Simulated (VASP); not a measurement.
Bi: relaxation of the atoms with PBE+rVV10

The system is Bi.

```
CELL_PARAMETERS angstrom
2.26750 1.30914 3.93800
-2.26750 1.30914 3.93800
0.00000 -2.61828 3.93800
ATOMIC_POSITIONS crystal
Bi 0.76657 0.76802 0.76589
Bi 0.22978 0.23550 0.23608
```

The cell isn't the ideal one: atoms moved at random, drawn with an rms of 0.02 Å.

```json
{"Program": "VASP 6.6.1", "Task": "relaxation of the atoms", "Functional": "PBE", "Dispersion": "rVV10", "Potentials or basis": "VASP PAW PBE potentials, release 64 (Bi_d)", "Cutoff": "520 eV", "k mesh": "7 × 7 × 7", "Occupations": "methfessel-paxton, width 0.2 eV", "Spin": "no spin polarisation", "Atoms held fixed (from 0)": "[0]", "Further INCAR settings": "ALGO = Normal; EDIFF = 1e-06; IBRION = 2; EDIFFG = -0.01; NSW = 40"}
```

| Quantity | Value |
| --- | --- |
| Energy gained by relaxing | 5.0 meV/atom |
| Ionic steps | 6 |
| Pressure after relaxing | 0.5 GPa |
| Band gap on the k mesh | 0.23 eV, indirect (least direct gap 0.52 eV) |

Stress tensor (GPa, compression positive):
```
 0.64 -0.02  0.04
-0.02  0.69  0.05
 0.04  0.05  0.13
```

The path:
```tsv
step	energy change (eV)	largest force (eV/Å)	pressure (GPa)
1	0.0000	0.2939	1.18
2	-0.0037	0.2290	1.03
3	-0.0096	0.0509	0.61
4	-0.0099	0.0110	0.49
5	-0.0099	0.0111	0.48
6	-0.0099	0.0062	0.49
```

Final structure:
```cif
data_structure
_symmetry_space_group_name_H-M 'P 1'
_symmetry_Int_Tables_number 1
_cell_length_a 4.7290
_cell_length_b 4.7290
_cell_length_c 4.7290
_cell_angle_alpha 57.304
_cell_angle_beta 57.304
_cell_angle_gamma 57.304
_cell_volume 70.14
loop_
_atom_site_label
_atom_site_type_symbol
_atom_site_fract_x
_atom_site_fract_y
_atom_site_fract_z
_atom_site_occupancy
Bi1 Bi 0.76657 0.76802 0.76589 1
Bi2 Bi 0.23814 0.24106 0.23975 1
```

Levels at points of the mesh, in eV from the valence-band top:
| k point | band 12 | band 13 | band 14 | band 15 | band 16 | band 17 | band 18 | band 19 |
| --- | --- | --- | --- | --- | --- | --- | --- | --- |
| (0.00, 0.00, 0.00) | -7.21 | -1.30 | -0.94 | -0.93 | 2.93 | 3.23 | 3.25 | 5.70 |

Run time: 7 min on 1 thread of AMD EPYC 9R45 (Zen 5), on a shared host, peak memory 0.48 GiB.

Caveat: spin-orbit coupling is left out, which as a rule narrows the gap of such compounds by several tenths of an eV; an odd mesh through Γ misses points on the zone boundary, where band edges often lie.
